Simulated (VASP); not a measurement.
Set up this calculation in VASP 6.6.1, as the native input.

```
Task                   : single point
Functional             : PBE
Potentials or basis    : VASP PAW PBE potentials, release 64 (Ag, Br)
Cutoff                 : 520 eV
k mesh                 : 8 × 8 × 8
Occupations            : fermi-dirac, width 0.02 eV
Spin                   : no spin polarisation
Dipole correction      : no
Further INCAR settings : ALGO = Normal; EDIFF = 1e-06; NBANDS = 16
```

The structure of AgBr lies in POSCAR:

```
AgBr
1.0
    0.0000000000      2.9216612948      2.9216612948
    2.9216612948      0.0000000000      2.9216612948
    2.9216612948      2.9216612948      0.0000000000
Ag Br
1 1
Direct
    0.0000000000      0.0000000000      0.0000000000
    0.5000000000      0.5000000000      0.5000000000
```

The input as run:

INCAR

```
SYSTEM = AgBr
ALGO     = Normal         ! electronic algorithm
EDIFF    = 1E-6           ! SCF threshold, eV
ENCUT    = 520            ! plane-wave cutoff, eV
GGA      = PE             ! functional
ISIF     = 2              ! what is computed and relaxed
ISMEAR   = -1             ! smearing method
LASPH    = .TRUE.         ! aspherical terms in the spheres
LCHARG   = .FALSE.        ! write CHGCAR
LREAL    = .FALSE.        ! projectors in reciprocal space
LWAVE    = .FALSE.        ! write WAVECAR
NBANDS   = 16             ! bands
NELM     = 60             ! most SCF steps
PREC     = Accurate       ! precision mode
SIGMA    = 0.02           ! smearing width, eV
```

KPOINTS

```
k-points
0
G
  8 8 8
  0 0 0
```

Potentials or basis: VASP PAW PBE potentials, release 64 (Ag, Br).

Run with:

```bash
$ cat potpaw_PBE.64/Ag/POTCAR potpaw_PBE.64/Br/POTCAR > POTCAR
$ mpirun -np 1 vasp_std > vasp.out
```

Results of the run:

| Item | Value |
| --- | --- |
| Pressure | -0.1 GPa |
| Band gap on the k mesh | 0.69 eV, indirect (least direct gap 2.43 eV) |

Run time: 8.9 s on 1 thread of AMD EPYC 9R45 96-Core Processor (Zen 5), with other jobs on the host, peak memory 0.15 GiB.
